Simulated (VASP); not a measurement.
Crystal: AlN.

```
Al N
1.0
     3.31212    0.00000    0.00000
    -1.65606    2.86838    0.00000
     0.00000    0.00000    4.18756
Al N
2 2
Direct
  0.66667 0.33333 0.25000
  0.33333 0.66667 0.75000
  0.66667 0.33333 0.75000
  0.33333 0.66667 0.25000
```

Measurements of this composition are mostly on another form, of space group No. 186.

```yaml
Program: VASP 6.6.1
Task: single point
Functional: PBE
Potentials_or_basis: VASP PAW PBE potentials, release 64 (Al, N)
Cutoff: 520 eV
k_mesh: 9 × 9 × 7
Occupations: fermi-dirac, width 0.05 eV
Spin: no spin polarisation
```

On this cell: pressure 0.0 GPa; largest force under 0.003 eV/Å; band gap on the k mesh 3.27 eV, direct.

The same run follows on a disturbed copy (atoms moved at random, drawn with an rms of 0.05 Å):

```
CELL_PARAMETERS angstrom
3.31212 0.00000 0.00000
-1.65606 2.86838 0.00000
0.00000 0.00000 4.18756
ATOMIC_POSITIONS crystal
Al 0.66987 0.31980 0.25222
Al 0.32258 0.67144 0.75454
N 0.67347 0.33867 0.74911
N 0.33202 0.68020 0.24593
```

Task: What changes?

Result: The energy moves by +23.8 meV/atom; pressure 1.0 GPa; largest force 1.448 eV/Å; band gap on the k mesh 3.26 eV, direct.

Forces in eV/Å, atoms in the order of the input:
```
Al  -0.691  1.272  0.030
Al   0.880  0.086 -0.090
N   -0.781 -0.174 -0.104
N    0.591 -1.183  0.163
```

Stress tensor (GPa, compression positive):
```
-2.13  5.11  0.01
 5.11  5.02  0.08
 0.01  0.08  0.25
```

Caveats: an odd mesh through Γ misses points on the zone boundary, where band edges often lie.
